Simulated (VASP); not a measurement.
Set up this calculation in VASP 6.6.1, as the native input.

| Quantity | Value |
| --- | --- |
| Task | relaxation of the atoms |
| Functional | PBE |
| Potentials or basis | VASP PAW PBE potentials, release 64 (Ga_d, N) |
| Cutoff | 450 eV |
| k mesh | 2 × 2 × 2 |
| Occupations | gaussian, width 0.01 eV |
| Spin | collinear spin, ferromagnetic start |
| Monkhorst-Pack mesh | yes |

The structure of Ga23N24 (a cell with a defect) lies in POSCAR:

```
Ga23N24
1.0
   -3.2177240000     -5.5732640000      5.2440550000
    6.4354500000      0.0000000000      5.2440550000
   -3.2177260000      5.5732640000      5.2440550000
Ga N
23 24
Direct
    0.6663953300      0.3330618300      0.9997288300
    0.9997286700      0.6663951700      0.3330621700
    0.6663953300      0.8330618300      0.4997288300
    0.9997286700      0.1663951700      0.8330621700
    0.1663953300      0.3330618300      0.4997288300
    0.4997286700      0.6663951700      0.8330621700
    0.8330620000      0.9997285000      0.1663955000
    0.3330620000      0.4997285000      0.1663955000
    0.3330620000      0.9997285000      0.6663955000
    0.1663953300      0.8330618300      0.9997288300
    0.4997286700      0.1663951700      0.3330621700
    0.6663953300      0.4997288300      0.3330618300
    0.4997286700      0.3330621700      0.6663951700
    0.8330620000      0.6663955000      0.9997285000
    0.4997286700      0.8330621700      0.1663951700
    0.8330620000      0.1663955000      0.4997285000
    0.9997286700      0.3330621700      0.1663951700
    0.3330620000      0.6663955000      0.4997285000
    0.6663953300      0.9997288300      0.8330618300
    0.1663953300      0.4997288300      0.8330618300
    0.1663953300      0.9997288300      0.3330618300
    0.9997286700      0.8330621700      0.6663951700
    0.3330620000      0.1663955000      0.9997285000
    0.6252713300      0.2919378300      0.4586048300
    0.4586046700      0.1252711700      0.7919381700
    0.7919380000      0.4586045000      0.1252715000
    0.4586046700      0.6252711700      0.2919381700
    0.7919380000      0.9586045000      0.6252715000
    0.9586046700      0.1252711700      0.2919381700
    0.2919380000      0.4586045000      0.6252715000
    0.6252713300      0.7919378300      0.9586048300
    0.1252713300      0.2919378300      0.9586048300
    0.1252713300      0.7919378300      0.4586048300
    0.9596057900      0.6220589700      0.7860973400
    0.2919380000      0.9586045000      0.1252715000
    0.7968723100      0.6218919100      0.4671545400
    0.6291826200      0.4523581800      0.7839776100
    0.9586046700      0.7919381700      0.1252711700
    0.6252713300      0.9586048300      0.2919378300
    0.9669729800      0.3010734000      0.6118831100
    0.1252713300      0.4586048300      0.2919378300
    0.4586046700      0.7919381700      0.6252711700
    0.7919380000      0.1252715000      0.9586045000
    0.2919380000      0.6252715000      0.9586045000
    0.2919380000      0.1252715000      0.4586045000
    0.1252713300      0.9586048300      0.7919378300
    0.4586046700      0.2919381700      0.1252711700
```

These files were run (other wordings do the same):

INCAR

```
PREC = Normal
ENCUT = 450
EDIFF = 1E-6
ISMEAR = 0
SIGMA = 0.01
LREAL = Auto
LASPH = True
NELM = 150
ALGO = Normal
ISIF = 2
LWAVE = False
LCHARG = False
ISPIN = 2
MAGMOM = 0 0 0 0 0 0 0 0 0 0 0 0 0 0 0 0 0 0 0 0 0 0 0 0 0 0 0 0 0 0 0 0 0 0.25 0 0.25 0.25 0 0 0.25 0 0 0 0 0 0 0
LORBIT = 11
GGA = PE
IBRION = 2
NSW = 70
EDIFFG = -0.025
AMIX = 0.2
BMIX = 1E-4
AMIX_MAG = 0.8
BMIX_MAG = 1E-4
ICORELEVEL = 1
ISYM = 0
LUSENCCL = False
```

KPOINTS

```
Automatic mesh
0
Monkhorst-Pack
  2 2 2
```

Potentials or basis: VASP PAW PBE potentials, release 64 (Ga_d, N).

The run is started by

```bash
$ cat potpaw_PBE.64/Ga_d/POTCAR potpaw_PBE.64/N/POTCAR > POTCAR
$ mpirun -np 1 vasp_std > vasp.out
```

Results of the run:

| Quantity | Value |
| --- | --- |
| Energy gained by relaxing | 21.8 meV/atom |
| Ionic steps | 14 |
| Largest force after relaxing | 0.023 eV/Å |
| Net moment | 3.00 μB per cell |
| Site moments | Ga +0.00, +0.01, -0.00; N +0.03, +0.01, +0.00, +0.43, +0.40, +0.07, +0.04 μB |
| Valence electrons inside the program's atomic spheres | Ga 11.84, 11.83, 11.81, 11.80, 11.82; N 3.72, 3.64, 3.65, 3.71 |

Wall time 83 min on 1 × NVIDIA H100 80GB with 1 thread of AMD EPYC 7R13 Processor (Zen 3) (shared host), peak memory 1.7 GiB.
